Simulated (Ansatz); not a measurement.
Results of PBE (Ansatz, a first-principles code, PAW) for rock-salt LiI.

Run with plane-wave cutoff 520 eV, 10×10×10 k mesh, Fermi–Dirac smearing 0.01 eV, scalar-relativistic PAW data made under PBE.

Results at a series of volumes:

| V (Å³/atom) | E − E_lowest (meV/atom) | P (GPa) |
|---|---|---|
| 25.630 | 6.78 | 1.405 |
| 26.175 | 2.90 | 0.884 |
| 26.720 | 0.70 | 0.418 |
| 27.265 | 0.00 | 0.000 |
| 27.811 | 0.65 | -0.375 |
| 28.356 | 2.51 | -0.711 |
| 28.901 | 5.45 | -1.012 |

Estimate the bulk modulus from the pressures at 26.720 and 27.811 Å³/atom, and compare it with a fit to all energies.

B = −V dP/dV. Between V = 26.720 and 27.811 Å³/atom, dP/dV = (-0.375 − (0.418))/(27.811 − 26.720) = -0.727 GPa per Å³/atom; at the midpoint 27.265 Å³/atom this gives B ≈ 19.8 GPa. The third-order Birch–Murnaghan fit gives V0 = 27.266 Å³/atom, B0 = 19.8 GPa, B′ = 4.5, which lies within 1 % of that estimate.

Measured, for comparison: bulk modulus 24 GPa (0 K, extrapolated to 0 K; as tabulated in Doll and Stoll (1998), arXiv:cond-mat/9801031). Computed (rounded) less measured: bulk modulus -17 %.

Spin–orbit coupling is not included.

Computed values are for the static lattice.
